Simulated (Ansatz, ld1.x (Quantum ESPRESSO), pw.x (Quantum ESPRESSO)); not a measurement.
# B: one change to the TM potential, in the atom and in the diamond crystal

boron (B), norm-conserving Troullier–Martins (Kleinman–Bylander form), made with ld1.x (Quantum ESPRESSO) 7.5 (PBE, scalar-relativistic). Core [He], reference 2s1.5 2p0 (charge +1.5). Waves: 2s (bound): rc 1.50 bohr; 2p (bound, empty): rc 1.85 bohr; 3d channel at 0.45 Ry: rc 1.65 bohr. Local part: all-electron potential smoothed inside 1.85 bohr (lloc = -2). Core correction: none.

Change: local potential the p channel.

Cutoffs, loose and tight: the cutoffs (Ry, on a coarse ladder) from which the occupation-weighted sum of valence levels, in a spherical-Bessel basis at the reference potential, stays within 10 and 1 mRy of its value at 400 Ry. They do not see the model core or the augmentation charge, which bear on the density cutoff. Test errors are all-electron minus pseudo excitation energies from the reference, over the configurations 2s2 2p1; 2s2 2p0; 2s1 2p0; 2s2 2p0.5; 2s0 2p3; 2s2 2p1.3; 2s1 2p2; variants that change the core or the reference have their own tests.

Crystal test: diamond B in pw.x 7.5, no spin, 11³ k-points, Fermi–Dirac smearing 0.01 Ry, cutoffs set for each file from its atomic test. The reference is all-electron LAPW (Ansatz 0.2.0) with the same functional, mesh and smearing; V0 and B0 come from Birch–Murnaghan fits to the pressures at five volumes. Errors are pseudo minus all-electron; Δ is the rms difference of the E(V) curves that follow from these fits, minima aligned, over ±6 % about the mean V0. Mesh and smearing are coarse, so the numbers serve the comparison and aren't converged zero-temperature values; the lattice is a test structure that the element need not adopt.

All-electron: a0 = 4.053 Å (V0 = 8.32 Å³/atom), B0 = 175.9 GPa.

Q: Does the change bring the crystal closer to the all-electron result?

A: The mean pressure error goes from -3.26 to -4.93 GPa, so the change moves the solid further from the all-electron pressures.

```
                       quantity       base    changed
                 outcome (atom)  generated  generated
           cutoff, loose (atom)      18 Ry      18 Ry
           cutoff, tight (atom)      50 Ry      50 Ry
            bound ghosts (atom)       none       none
largest test error (meV) (atom)       +198       +196
           cutoffs in pw.x (Ry)     60/240     60/240
                         a0 (Å)      4.027      4.014
                   a0 error (%)      -0.63      -0.96
                   B0 error (%)       +0.5       +1.0
                   Δ (meV/atom)        6.0        9.2
      mean pressure error (GPa)      -3.26      -4.93
```

Base: The largest radius (1.85 bohr) exceeds half the bond length (1.66 bohr), so the spheres overlap, which is one possible source of error among others. This is a poor potential for the solid. Changed file: The largest radius (1.85 bohr) exceeds half the bond length (1.66 bohr), so the spheres overlap, which is one possible source of error among others. This is a poor potential for the solid. The atomic cutoffs weigh occupied waves only.
